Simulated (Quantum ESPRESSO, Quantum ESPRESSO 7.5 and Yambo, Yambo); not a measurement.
# A GW chain in Yambo: WS2 (2H monolayer)

Aim: the G0W0 gap of WS2 (2H monolayer) on PBE, step by step.

Calculated with Quantum ESPRESSO 7.5 and Yambo 5.3.0; PBE and many-body steps on it, plane waves.

**What was measured.**

- Gap 2.238 ± 0.003 eV: free-particle direct gap at K; magneto-absorption of Rydberg excitons; 4 K; monolayer (exfoliated monolayer encapsulated in hBN) (“Revealing exciton masses and dielectric properties of monolayer semiconductors with high magnetic fields”, 2019, pmc:6744484).

- Gap 2.4 eV: quasiparticle direct gap at K, n=1 exciton energy plus estimated binding energy; reflectance contrast with empirical exciton scaling; 70 K; monolayer (exfoliated uncapped monolayer on fused silica) on fused silica (“Coulomb engineering of the bandgap in 2D semiconductors”, 2017, arxiv:1702.01204).

- Gap 2.14 eV: transport (quasiparticle) gap of monolayer from electron and hole threshold voltage difference; ionic liquid gated FET transport; 240 K; monolayer (exfoliated monolayer on SiO2/Si covered by DEME-TFSI ionic liquid) (“Mono- and Bilayer WS2 Light-Emitting Transistors”, 2014, arxiv:1403.7551).

- Gap 1.96 eV: optical gap, A exciton emission from PL; photoluminescence, 532 nm excitation; 295 K; monolayer (as-grown CVD single crystals on hydrogen-etched c-plane sapphire) on Al2O3 (0001) (“Thermal stability of monolayer WS2 in BEOL conditions”, 2020, arxiv:2012.09046).

- Gap 2.73 eV: single-particle (quasiparticle) direct gap at K; two-photon photoluminescence excitation; monolayer (mechanically exfoliated monolayer) (“Exciton Binding Energy of Monolayer WS2”, 2014, arxiv:1403.5108).

This is a selection; 30 further reports are not listed.

## 1. Starting point

The cell holds 3 atoms: 1 W and 2 S. Cell: a = 3.187 Å, b = 3.187 Å, c = 16.000 Å, α = 90.0°, β = 90.0°, γ = 120.0°. Vacuum lies along c.

The structure was relaxed with PBE. The runs that relaxed it are not among those shown. Spin-orbit coupling is left out unless a step names it.

## 2. Ground state

This step: Quantum ESPRESSO 7.5; DFT, PBE, plane waves, norm-conserving pseudopotentials.

The ground-state density comes first.

pw.in reads:

```
&control
  calculation = 'scf'
  prefix = 'x'
  outdir = 'o'
  pseudo_dir = 'pseudo'
/
&system
  ibrav = 0
  nat = 3
  ntyp = 2
  ecutwfc = 62.0
  nbnd = 18
  force_symmorphic = .true.
/
&electrons
  conv_thr = 1e-10
  electron_maxstep = 80
  mixing_beta = 0.5
/
ATOMIC_SPECIES
  W 183.84 W.upf
  S 32.06 S.upf
CELL_PARAMETERS angstrom
  3.1869316516 0.0000000001 0.0000000000
  -1.5934658259 2.7599637703 0.0000000000
  0.0000000000 0.0000000000 16.0000000000
ATOMIC_POSITIONS crystal
  W 0.3333333333 0.6666666667 0.5000000000
  S 0.6666666667 0.3333333333 0.5982131499
  S 0.6666666667 0.3333333333 0.4017868501
K_POINTS automatic
  12 12 1 0 0 0
```

On the command line:

```bash
OMP_NUM_THREADS=1 mpirun -n 4 pw.x -nk 4 -in pw.in > pw.out
```

Log:

```text
Program PWSCF v.7.5 starts

     This program is part of the open-source Quantum ESPRESSO suite
     for quantum simulation of materials; please cite
         "P. Giannozzi et al., J. Phys.:Condens. Matter 21 395502 (2009);
         "P. Giannozzi et al., J. Phys.:Condens. Matter 29 465901 (2017);
         "P. Giannozzi et al., J. Chem. Phys. 152 154105 (2020);
     in publications or presentations arising from this work. More details at
     Message from routine setup:
     using ibrav=0 with symmetry is DISCOURAGED, use correct ibrav instead

     G-vector sticks info

     bravais-lattice index     =            0
     lattice parameter (alat)  =       6.0224  a.u.
     unit-cell volume          =     949.7137 (a.u.)^3
     number of atoms/cell      =            3
     number of atomic types    =            2
     number of electrons       =        26.00
     number of Kohn-Sham states=           18
     kinetic-energy cutoff     =      62.0000  Ry
     charge density cutoff     =     248.0000  Ry
     scf convergence threshold =      1.0E-10
     mixing beta               =       0.5000
     number of iterations used =            8  plain     mixing
     Exchange-correlation= PBE
                           (   1   4   3   4   0   0   0)

     celldm(1)=   6.022428  celldm(2)=   0.000000  celldm(3)=   0.000000
     celldm(4)=   0.000000  celldm(5)=   0.000000  celldm(6)=   0.000000

     crystal axes: (cart. coord. in units of alat)
               a(1) = (   1.000000   0.000000   0.000000 )
               a(2) = (  -0.500000   0.866025   0.000000 )
               a(3) = (   0.000000   0.000000   5.020503 )

     reciprocal axes: (cart. coord. in units 2 pi/alat)
               b(1) = (  1.000000  0.577350 -0.000000 )
               b(2) = ( -0.000000  1.154701  0.000000 )
               b(3) = (  0.000000 -0.000000  0.199183 )
     Pseudo is Norm-conserving + core correction, Zval = 14.0
     Generated using ONCVPSP code by D. R. Hamann
     Using radial grid of 1396 points,  8 beta functions with:
     Pseudo is Norm-conserving + core correction, Zval =  6.0
     Generated using ONCVPSP code by D. R. Hamann
     Using radial grid of 1146 points,  6 beta functions with:
     W                14.00   183.84000     W ( 1.00)
     S                 6.00    32.06000     S ( 1.00)

     12 Sym. Ops. (no inversion) found

   Cartesian axes

     site n.     atom                  positions (alat units)
         1        W      tau(   1) = (  -0.0000000   0.5773503   2.5102515  )
         2        S      tau(   2) = (   0.5000000   0.2886751   3.0033309  )
         3        S      tau(   3) = (   0.5000000   0.2886751   2.0171721  )

     number of k points=    19
                       cart. coord. in units 2pi/alat
        k(    1) = (   0.0000000   0.0000000   0.0000000), wk =   0.0138889
        k(    2) = (  -0.0000000   0.0962250   0.0000000), wk =   0.0833333
        k(    3) = (  -0.0000000   0.1924501   0.0000000), wk =   0.0833333
        k(    4) = (  -0.0000000   0.2886751   0.0000000), wk =   0.0833333
        k(    5) = (  -0.0000000   0.3849002   0.0000000), wk =   0.0833333
        k(    6) = (  -0.0000000   0.4811252   0.0000000), wk =   0.0833333
        k(    7) = (   0.0000000  -0.5773503   0.0000000), wk =   0.0416667
        k(    8) = (   0.0833333   0.1443376   0.0000000), wk =   0.0833333
        k(    9) = (   0.0833333   0.2405626   0.0000000), wk =   0.1666667
        k(   10) = (   0.0833333   0.3367877   0.0000000), wk =   0.1666667
     [... 7 further rows ...]
        k(   18) = (   0.2500000   0.5292377   0.0000000), wk =   0.1666667
        k(   19) = (   0.3333333   0.5773503   0.0000000), wk =   0.0277778

     Dense  grid:    62407 G-vectors     FFT dimensions: (  32,  32, 160)

     Initial potential from superposition of free atoms

     starting charge      25.9994, renormalised to      26.0000
     Starting wfcs are   18 randomized atomic wfcs

     per-process dynamical memory:    57.8 Mb

     Self-consistent Calculation

     iteration #  1     ecut=    62.00 Ry     beta= 0.50

     Threshold (ethr) on eigenvalues was too large:
     Diagonalizing with lowered threshold

     total energy              =    -196.01583307 Ry
     estimated scf accuracy    <       0.09593104 Ry

     iteration #  2     ecut=    62.00 Ry     beta= 0.50

     total energy              =    -196.02491897 Ry
     estimated scf accuracy    <       0.02848977 Ry

     iteration #  3     ecut=    62.00 Ry     beta= 0.50

     total energy              =    -196.03042637 Ry
     estimated scf accuracy    <       0.03226892 Ry

     iteration #  4     ecut=    62.00 Ry     beta= 0.50

     total energy              =    -196.03453394 Ry
     estimated scf accuracy    <       0.00073608 Ry

     iteration #  5     ecut=    62.00 Ry     beta= 0.50

     total energy              =    -196.03468679 Ry
     estimated scf accuracy    <       0.00037181 Ry

     iteration #  6     ecut=    62.00 Ry     beta= 0.50

     total energy              =    -196.03472204 Ry
     estimated scf accuracy    <       0.00001532 Ry

     iteration #  7     ecut=    62.00 Ry     beta= 0.50

     total energy              =    -196.03472792 Ry
     estimated scf accuracy    <       0.00000195 Ry

     iteration #  8     ecut=    62.00 Ry     beta= 0.50

     total energy              =    -196.03472775 Ry
     estimated scf accuracy    <       0.00000071 Ry

     iteration #  9     ecut=    62.00 Ry     beta= 0.50

     total energy              =    -196.03472795 Ry
     estimated scf accuracy    <       0.00000009 Ry

     iteration # 10     ecut=    62.00 Ry     beta= 0.50

     total energy              =    -196.03472795 Ry
     estimated scf accuracy    <       0.00000002 Ry

     iteration # 11     ecut=    62.00 Ry     beta= 0.50

     total energy              =    -196.03472796 Ry
     estimated scf accuracy    <          1.2E-09 Ry

     iteration # 12     ecut=    62.00 Ry     beta= 0.50

     total energy              =    -196.03472796 Ry
     estimated scf accuracy    <          1.4E-10 Ry

     iteration # 13     ecut=    62.00 Ry     beta= 0.50

     End of self-consistent calculation

          k = 0.0000 0.0000 0.0000 (  7833 PWs)   bands (ev):

   -73.4103 -37.6401 -37.4887 -37.4887 -14.0833 -12.4619  -5.6711  -2.1900
    -2.1900  -1.4560  -0.9677  -0.9677   0.6068   3.5180   3.5180   3.6644
     3.6644   5.5754

          k =-0.0000 0.0962 0.0000 (  7843 PWs)   bands (ev):

   -73.4092 -37.6360 -37.5110 -37.4939 -13.9700 -12.4200  -5.5349  -2.4869
    -2.0792  -1.8552  -1.1459  -0.7682   0.5483   3.3897   3.4196   3.5639
     3.7293   5.8697

          k =-0.0000 0.1925 0.0000 (  7875 PWs)   bands (ev):

   -73.4063 -37.6251 -37.5716 -37.5080 -13.6472 -12.3011  -5.1676  -3.1748
    -2.4987  -1.7739  -1.5618  -0.7578   0.2854   3.0003   3.3467   3.4352
     4.2152   6.3520

          k =-0.0000 0.2887 0.0000 (  7885 PWs)   bands (ev):

     [... further k-points ...]

     highest occupied, lowest unoccupied level (ev):     0.6478    2.4591

!    total energy              =    -196.03472796 Ry
     estimated scf accuracy    <          3.8E-11 Ry

     The total energy is the sum of the following terms:
     one-electron contribution =    -783.52396946 Ry
     hartree contribution      =     392.45803979 Ry
     xc contribution           =     -45.87677084 Ry
     ewald contribution        =     240.90797255 Ry

     convergence has been achieved in  13 iterations

     XML data file, charge density, pseudopotentials, collected wavefunctions

=------------------------------------------------------------------------------=
   JOB DONE.
=------------------------------------------------------------------------------=
```

Run time: 20 s. Hardware: 4 MPI ranks of Intel Xeon 6975P-C (Granite Rapids), shared host; peak memory 0.42 GiB.

This step gave:

```yaml
total_energy: -2667.1884 eV
gap: 1.811 eV
k_of_the_valence_top: 0.3333, 0.3333, 0
k_of_the_conduction_bottom: 0.3333, 0.3333, 0
least_direct_gap: 1.811 eV
```

The gap is direct, at (0.333, 0.333, 0.000).

## 3. Bands along the symmetry lines

The cheap functional maps the bands first; the places of the edges decide which points the dearer methods must see.

pw.in reads:

```
&control
  calculation = 'bands'
  prefix = 'x'
  outdir = 'o'
  pseudo_dir = 'pseudo'
/
&system
  ibrav = 0
  nat = 3
  ntyp = 2
  ecutwfc = 62.0
  nbnd = 19
  force_symmorphic = .true.
/
&electrons
  conv_thr = 1e-9
  electron_maxstep = 80
  diago_full_acc = .true.
  diago_thr_init = 5e-6
/
ATOMIC_SPECIES
  W 183.84 W.upf
  S 32.06 S.upf
CELL_PARAMETERS angstrom
  3.1869316516 0.0000000001 0.0000000000
  -1.5934658259 2.7599637703 0.0000000000
  0.0000000000 0.0000000000 16.0000000000
ATOMIC_POSITIONS crystal
  W 0.3333333333 0.6666666667 0.5000000000
  S 0.6666666667 0.3333333333 0.5982131499
  S 0.6666666667 0.3333333333 0.4017868501
K_POINTS crystal
  25
  0.00000000 0.00000000 0.00000000 1
  0.06250000 0.00000000 0.00000000 1
  0.12500000 0.00000000 0.00000000 1
  0.18750000 0.00000000 0.00000000 1
  0.25000000 0.00000000 0.00000000 1
  0.31250000 0.00000000 0.00000000 1
  0.37500000 0.00000000 0.00000000 1
  0.43750000 0.00000000 0.00000000 1
  0.50000000 0.00000000 0.00000000 1
  0.47916667 0.04166667 0.00000000 1
  0.45833333 0.08333333 0.00000000 1
  0.43750000 0.12500000 0.00000000 1
  0.41666666 0.16666666 0.00000000 1
  0.39583333 0.20833333 0.00000000 1
  0.37500000 0.25000000 0.00000000 1
  0.35416666 0.29166666 0.00000000 1
  0.33333333 0.33333333 0.00000000 1
  0.29166666 0.29166666 0.00000000 1
  0.25000000 0.25000000 0.00000000 1
  0.20833333 0.20833333 0.00000000 1
  0.16666666 0.16666666 0.00000000 1
  0.12500000 0.12500000 0.00000000 1
  0.08333333 0.08333333 0.00000000 1
  0.04166667 0.04166667 0.00000000 1
  0.00000000 0.00000000 0.00000000 1
```

Log:

```text
[banner, memory and clock lines left out]
Program PWSCF v.7.5 starts

     Atomic positions and unit cell read from directory:
     o/x.save/

     Message from routine setup:
     using ibrav=0 with symmetry is DISCOURAGED, use correct ibrav instead

     G-vector sticks info

     bravais-lattice index     =            0
     lattice parameter (alat)  =       6.0224  a.u.
     unit-cell volume          =     949.7137 (a.u.)^3
     number of atoms/cell      =            3
     number of atomic types    =            2
     number of electrons       =        26.00
     number of Kohn-Sham states=           19
     kinetic-energy cutoff     =      62.0000  Ry
     charge density cutoff     =     248.0000  Ry
     Exchange-correlation= PBE
                           (   1   4   3   4   0   0   0)

     celldm(1)=   6.022428  celldm(2)=   0.000000  celldm(3)=   0.000000
     celldm(4)=   0.000000  celldm(5)=   0.000000  celldm(6)=   0.000000

     crystal axes: (cart. coord. in units of alat)
               a(1) = (   1.000000   0.000000   0.000000 )
               a(2) = (  -0.500000   0.866025   0.000000 )
               a(3) = (   0.000000   0.000000   5.020503 )

     reciprocal axes: (cart. coord. in units 2 pi/alat)
               b(1) = (  1.000000  0.577350 -0.000000 )
               b(2) = ( -0.000000  1.154701  0.000000 )
               b(3) = (  0.000000 -0.000000  0.199183 )
     Pseudo is Norm-conserving + core correction, Zval = 14.0
     Generated using ONCVPSP code by D. R. Hamann
     Using radial grid of 1396 points,  8 beta functions with:
     Pseudo is Norm-conserving + core correction, Zval =  6.0
     Generated using ONCVPSP code by D. R. Hamann
     Using radial grid of 1146 points,  6 beta functions with:
     W                14.00   183.84000     W ( 1.00)
     S                 6.00    32.06000     S ( 1.00)

     12 Sym. Ops. (no inversion) found

   Cartesian axes

     site n.     atom                  positions (alat units)
         1        W      tau(   1) = (  -0.0000000   0.5773503   2.5102515  )
         2        S      tau(   2) = (   0.5000000   0.2886751   3.0033309  )
         3        S      tau(   3) = (   0.5000000   0.2886751   2.0171721  )

     number of k points=    25
                       cart. coord. in units 2pi/alat
        k(    1) = (   0.0000000   0.0000000   0.0000000), wk =   0.0800000
        k(    2) = (   0.0625000   0.0360844   0.0000000), wk =   0.0800000
        k(    3) = (   0.1250000   0.0721688   0.0000000), wk =   0.0800000
[...]
[... 13 further rows ...]
        k(   24) = (   0.0416667   0.0721688   0.0000000), wk =   0.0800000
        k(   25) = (   0.0000000   0.0000000   0.0000000), wk =   0.0800000

     Dense  grid:    62407 G-vectors     FFT dimensions: (  32,  32, 160)

     The potential is recalculated from file :
     o/x.save/charge-density

     Starting wfcs are   18 randomized atomic wfcs +    1 random wfcs

     Band Structure Calculation

     End of band structure calculation

          k = 0.0000 0.0000 0.0000 (  7833 PWs)   bands (ev):

   -73.4103 -37.6400 -37.4886 -37.4886 -14.0833 -12.4618  -5.6711  -2.1899
    -2.1899  -1.4559  -0.9676  -0.9676   0.6068   3.5180   3.5180   3.6644
     3.6644   5.5754   6.2014

          k = 0.0625 0.0361 0.0000 (  7839 PWs)   bands (ev):

   -73.4096 -37.6377 -37.5013 -37.4915 -14.0192 -12.4381  -5.5937  -2.3622
[...]
3.6407   5.7608   6.4073

          k = 0.1250 0.0722 0.0000 (  7867 PWs)   bands (ev):

[...]
3.9549   6.1011   6.4901

[...]
k = 0.0417 0.0722 0.0000 (  7841 PWs)   bands (ev):

[...]
3.6836   5.8107   6.2907

          k = 0.0000 0.0000 0.0000 (  7833 PWs)   bands (ev):

   -73.4103 -37.6400 -37.4886 -37.4886 -14.0833 -12.4618  -5.6711  -2.1899
    -2.1899  -1.4559  -0.9676  -0.9676   0.6068   3.5180   3.5180   3.6644
     3.6644   5.5754   6.2015

     XML data file, pseudopotentials, collected wavefunctions
```

Wall time 8.2 s (4 MPI ranks); peak memory 0.35 GiB.

Numbers from this step:

```yaml
gap: 1.811 eV
k_of_the_valence_top: 0.3333, 0.3333, 0
k_of_the_conduction_bottom: 0.3333, 0.3333, 0
least_direct_gap: 1.811 eV
```

The gap is 1.811 eV, as in the run before at this level.

Electronic bands along the path, in eV, zero at the top of the highest filled band:

```csv
point,band 10,band 11,band 12,band 13,band 14,band 15,band 16,band 17
Γ,-2.10,-1.62,-1.62,-0.04,2.87,2.87,3.02,3.02
halfway,-2.67,-2.01,-1.65,-0.85,2.31,2.53,3.14,4.07
M,-3.39,-2.12,-1.28,-0.92,2.84,3.28,4.03,4.69
halfway,-3.42,-2.79,-2.14,-0.43,2.52,3.54,3.81,4.75
K,-3.88,-3.23,-2.37,0.00,1.81,3.33,4.01,5.49
halfway,-3.42,-2.27,-1.37,-0.85,2.02,2.78,2.97,4.52
Γ,-2.10,-1.62,-1.62,-0.04,2.87,2.87,3.02,3.02
```

(Part 1 of 3 ends here.)

[Paths, hosts, dates, memory and timing lines, banners, echoed tables and standing remarks are left out of the program output.]

[Logs are printed without paths, hosts, clocks, repeated set-up lines and the standing remarks that a program may print on its own settings, such as how far it seeks lower states.]

[Runs of the session that timed out or met a known fault of the program may be left out.]

[Hosts, paths, dates, database ids (printed as entryN), source tags and the programs' standing remarks are cut or masked in the printed files.]
